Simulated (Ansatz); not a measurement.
**Every step of a relaxation of Sn (omega type)**

DFT, PBE, PAW with Ansatz's default frozen-core files, scalar-relativistic (Ansatz 0.2.0); a Γ-centred 8×8×11 k mesh, Fermi–Dirac smearing of 0.05 eV, no spin polarisation. The run relaxes cell and atoms at a target pressure of 44 GPa.

Command: `ansatz run input.yaml --threads 1 --pin off --max-ram 3584MiB --backend cpu --events-out ev --progress --plain --runs-dir out`

PAW: frozen-core files, cutoff 420 eV; forces are relaxed below 0.005 eV/Å.

Each step lists its enthalpy F + pV a cell above the last geometry, the pressure, the cell vectors (Å), and Cartesian positions (Å) with forces (eV/Å).

The first step:

```
step 1  dH = 66.57 meV  P = 45.5 GPa
  cell 4.7322 0.0000 0.0000  -2.3661 4.0982 0.0000  0.0000 0.0000 2.9340
  Sn 0.0000 0.0000 0.0000   0.0000 0.0000 0.0000
  Sn 0.0000 2.7321 1.4670   0.0000 0.0000 0.0000
  Sn 2.3661 1.3661 1.4670   0.0000 0.0000 0.0000
```

Spin–orbit coupling is left out, which matters for the heavy atoms.

Problem. Where does the relaxation end, and by which steps?

Solution. After 6 geometries, with conventional a, b, c = 4.845, 4.845, 2.823 Å, at 19.130 Å³/atom (+0.86 % against the start) in space group P6/mmm, with a shortest distance of 2.798 Å. The further steps:
```
step 2  dH = 8.91 meV  P = 41.2 GPa
  cell 4.8510 0.0000 0.0000  -2.4255 4.2011 0.0000  0.0000 0.0000 2.8520
  Sn 0.0000 0.0000 0.0000   0.0000 0.0000 0.0000
  Sn 0.0000 2.8007 1.4260   0.0000 0.0000 0.0000
  Sn 2.4255 1.4004 1.4260   0.0000 0.0000 0.0000
step 3  dH = 11.24 meV  P = 45.6 GPa  (not accepted)
  cell 4.8755 0.0000 0.0000  -2.4377 4.2223 0.0000  0.0000 0.0000 2.7723
  Sn 0.0000 0.0000 0.0000   0.0000 0.0000 0.0000
  Sn 0.0000 2.8149 1.3861   0.0000 0.0000 0.0000
  Sn 2.4377 1.4074 1.3861   0.0000 0.0000 0.0000
step 4  dH = 0.12 meV  P = 44.3 GPa
  cell 4.8393 0.0000 0.0000  -2.4197 4.1910 0.0000  0.0000 0.0000 2.8255
  Sn 0.0000 0.0000 0.0000   0.0000 0.0000 0.0000
  Sn 0.0000 2.7940 1.4128   0.0000 0.0000 0.0000
  Sn 2.4197 1.3970 1.4128   0.0000 0.0000 0.0000
step 5  dH = 0.01 meV  P = 44.0 GPa
  cell 4.8461 0.0000 0.0000  -2.4231 4.1968 0.0000  0.0000 0.0000 2.8223
  Sn 0.0000 0.0000 0.0000   0.0000 0.0000 0.0000
  Sn 0.0000 2.7979 1.4111   0.0000 0.0000 0.0000
  Sn 2.4231 1.3989 1.4111   0.0000 0.0000 0.0000
step 6  dH = 0.00 meV  P = 44.0 GPa
  cell 4.8454 0.0000 0.0000  -2.4227 4.1963 0.0000  0.0000 0.0000 2.8226
  Sn 0.0000 0.0000 0.0000   0.0000 0.0000 0.0000
  Sn 0.0000 2.7975 1.4113   0.0000 0.0000 0.0000
  Sn 2.4227 1.3987 1.4113   0.0000 0.0000 0.0000
step 7  dH = -0.55 meV  P = 44.0 GPa  (same geometry on a basis chosen anew; earlier energies don't compare to the last digit)
  cell 4.8454 0.0000 0.0000  -2.4227 4.1963 0.0000  0.0000 0.0000 2.8226
  Sn 0.0000 0.0000 0.0000   0.0000 0.0000 0.0000
  Sn 0.0000 2.7975 1.4113   0.0000 0.0000 0.0000
  Sn 2.4227 1.3987 1.4113   0.0000 0.0000 0.0000
```
